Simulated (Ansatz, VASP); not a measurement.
## One calculation of N, two programs

Contents of INCAR:

```
PREC     = Accurate       # precision mode
ENCUT    = 520            # plane-wave cutoff, eV
EDIFF    = 1E-7           # SCF threshold, eV
ISMEAR   = -1             # smearing method
SIGMA    = 0.05           # smearing width, eV
LREAL    = False          # projectors in reciprocal space
LASPH    = True           # aspherical terms in the spheres
NELM     = 60             # most SCF steps
ALGO     = Normal         # electronic algorithm
ISIF     = 2              # what is computed and relaxed
LWAVE    = False          # write WAVECAR
LCHARG   = True           # write CHGCAR
GGA      = PE             # functional
LELF     = True           # ELF
LVHAR    = True         
NBANDS   = 12             # bands
```

The input KPOINTS:

```
Automatic mesh
0
Gamma
  12 12 11
```

POSCAR

```
N
1.0
    2.4854226714      0.0000000000      0.0000000000
   -1.2427113357      2.1524391725      0.0000000000
    0.0000000000      0.0000000000      2.4129438665
N
2
Direct
    0.3333333333      0.6666666667      0.7500000000
    0.6666666667      0.3333333333      0.2500000000
```

Contents of input.yaml:

```yaml
crystal:
  lattice:
    - [2.4854226714, 0.0, 0.0]
    - [-1.2427113357, 2.1524391725, 0.0]
    - [0.0, 0.0, 2.4129438665]
  atoms:
    - { symbol: "N", position: [0.3333333333, 0.6666666667, 0.75] }
    - { symbol: "N", position: [0.6666666667, 0.3333333333, 0.25] }
kpoints:
  mp_grid: { grid: [12, 12, 11] }
scf:
  occupations: { method: fermi_dirac, width: 0.05 }
hamiltonian:
  xc: pbe
  pseudopotentials: { kind: all_electron, lapw: { basis_error: 0.0005 } }
output:
  forces: true
  stress: true
  eigenvalues: true
```

Change from the starting cell: volume scaled by 0.96.

Alike in both runs: task single point; functional PBE; k mesh 12 × 12 × 11; occupations fermi-dirac, width 0.05 eV; no spin polarisation.

|  | VASP | Ansatz |
| --- | --- | --- |
| version | VASP 6.6.1 | Ansatz 0.2.0 |
| potentials or method | VASP PAW PBE potentials, release 64 (N) | all-electron LAPW, scalar-relativistic |
| plane-wave cutoff (eV) | 520 | see its input |

```csv
,VASP,Ansatz,Ansatz less VASP
gap on the k mesh at the Fermi level (eV),none,none,-
pressure (GPa),20.0,19.8,-0.22
largest component of the traceless stress (GPa),6.39,6.50,+0.118
```

A gap of «none» marks a metal or a gap that the smearing closes. Ansatz ran all-electron here, so the differences hold the error of VASP's frozen core and of both bases.

Caveats: so large a pressure means that the cell lies far from this level's equilibrium, or that cutoff or potentials fall short (VASP).
